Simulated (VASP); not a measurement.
Input:

```
CELL_PARAMETERS angstrom
      3.53786     0.00000     0.00000
     -1.76893     3.06388     0.00000
      0.00000     0.00000     5.71669
ATOMIC_POSITIONS crystal
  In 0.33333 0.66667 0.99811
  In 0.66667 0.33333 0.49811
  N  0.33333 0.66667 0.37689
  N  0.66667 0.33333 0.87689
```

Computed with PBEsol GGA, VASP's PBE PAW potentials (set 64) (plane waves; VASP 6.6.1). Settings: 520 eV cut-off, Gaussian smearing of 0.050 eV, potentials In_d N.

Unless said otherwise, spin-orbit coupling is left out, though it shifts the bands of the heavy elements here.

Task: Predict the band gap (along the path) with the smallest direct gap where there is one.

Result: 
The band gap (along the path) comes out as none (metal, semimetal or under 0.01 eV).

The absolute energy has meaning only against runs of the same code, potentials and settings.

The structure was generated: InN was put into the wurtzite type (P6_3mc), which need not be its known phase. It was relaxed first.
